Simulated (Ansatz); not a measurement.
# Compressing Al3Cu2: a fit and a missing row

Al3Cu2, P-3m1, a = 4.102 Å, c = 4.990 Å. The structure is a Materials Project entry; whether it is the stable form wasn't checked. Ansatz: r2SCAN, PAW, 500 eV, Γ-centred 12×12×8 mesh on 5 atoms, Gaussian smearing 0.10 eV; no spin polarisation. Shape and atoms are relaxed at each volume; pressure is positive in compression.

| V (Å³/atom) | P (GPa) |
| --- | --- |
| 12.796 | 19.92 |
| 13.233 | ? |
| 13.669 | 8.35 |
| 14.105 | 3.83 |
| 14.541 | -0.01 |
| 14.977 | -3.26 |
| 15.414 | -5.97 |
| 15.995 | -8.90 |

Q: Take V0 = 14.541 Å³/atom, count pressures from its P0 = -0.01 GPa, fit the third-order Birch–Murnaghan form to the other rows, and predict the missing pressure.

A: With the Eulerian strain f = ½[(V0/V)^(2/3) − 1] and y = (P − P0)/[3f(1 + 2f)^(5/2)], the form is the line y = B0 + 1.5 B0 (B0′ − 4) f. Rows (f, y): 0.04448, 120.7; 0.02104, 119.5; 0.01025, 118.7; -0.00975, 116.7; -0.01906, 114.9; -0.03078, 112.8. Means f = 0.002697, y = 117.22; Σ(Δf)² = 0.003888, ΣΔfΔy = 0.4033; the slope is their ratio. y = 116.9 + 103.7 f GPa, so B0 = 116.9 GPa and B0′ = 4 + 2 × (103.7)/(3 × 116.9) = 4.59. At V = 13.233, f = 0.03243, y = 120.26 and P = 13.68 GPa. The run gave 13.66 GPa, so the fit is 0.02 GPa too high, within the rms miss on the fitted rows (0.06 GPa).